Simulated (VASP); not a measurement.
CdS:

```
CELL_PARAMETERS angstrom
0.00000 2.91764 2.91764
2.91764 0.00000 2.91764
2.91764 2.91764 0.00000
ATOMIC_POSITIONS crystal
Cd 0.00000 0.00000 0.00000
S 0.25000 0.25000 0.25000
```

Base run:

- Program: VASP 6.6.1
- Functional: HSE06
- Potentials or basis: VASP PAW PBE potentials, release 64 (Cd, S)
- Cutoff: 520 eV
- k mesh: 6 × 6 × 6
- Occupations: gaussian, width 0.03 eV
- Spin: no spin polarisation

Its results: band gap on the k mesh 2.18 eV, direct; pressure 2.0 GPa.

The run is repeated on the same cell with these changes: functional from HSE06 to PBE0. What comes out?

Band gap on the k mesh 2.81 eV, direct; pressure 1.8 GPa.

Caveats: the PAW data sets were made with another functional, which shifts forces and pressure a little.
